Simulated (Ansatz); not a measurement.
All numbers below come from Ansatz 0.2.0, DFT r2SCAN, scalar-relativistic, plane waves, PAW. Settings: cutoff 500 eV, Γ-centred meshes no coarser than 0.19 Å⁻¹ for metals and 0.3 Å⁻¹ for insulators (2π included), Gaussian smearing.

All energies are static (0 K, no zero-point motion). Larger cells and other orderings weren't all tried, so the list isn't exhaustive. For metals, differences of a few meV/atom aren't resolved. No run is spin-polarised.

Question: Which of these relaxed structures of TiSi₂ is the lowest in energy?
A.

```xyz
3
Lattice="-1.4732 1.6961 4.1823 1.4732 -1.6961 4.1823 1.4732 1.6961 -4.1823" Properties=species:S:1:pos:R:3 pbc="T T T"
Ti    0.0000    0.0000    0.0000
Si    0.0000    0.0000    2.7503
Si    0.0000    0.0000    5.6144
```

B.

```xyz
6
Lattice="1.7642 -6.7554 0.0000 1.7642 6.7554 0.0000 0.0000 0.0000 3.5646" Properties=species:S:1:pos:R:3 pbc="T T T"
Ti    1.7642   -5.3615    2.6734
Ti    1.7642    5.3615    0.8911
Si    1.7642   -0.7878    2.6734
Si    1.7642    0.7878    0.8911
Si    1.7642    3.3803    2.6734
Si    1.7642   -3.3803    0.8911
```

C.

```xyz
6
Lattice="0.0000 4.1160 4.2581 2.3903 0.0000 4.2581 2.3903 4.1160 0.0000" Properties=species:S:1:pos:R:3 pbc="T T T"
Ti    3.5855    6.1740    6.3872
Ti    2.3903    4.1160    4.2581
Si    1.1952    0.7189    2.1291
Si    1.1952    3.3971    2.1291
Si    2.3903    1.3391    4.2581
Si    2.3903    6.8929    4.2581
```

D.

```xyz
6
Lattice="0.0000 3.4328 3.4328 3.4328 0.0000 3.4328 3.4328 3.4328 0.0000" Properties=species:S:1:pos:R:3 pbc="T T T"
Ti    0.0000    0.0000    0.0000
Ti    1.7164    1.7164    1.7164
Si    4.2910    4.2910    4.2910
Si    4.2910    2.5746    2.5746
Si    2.5746    2.5746    4.2910
Si    2.5746    4.2910    2.5746
```

Answer: B. The Cmcm (No. 63) one; the nearest of the others lies 24 meV/atom higher.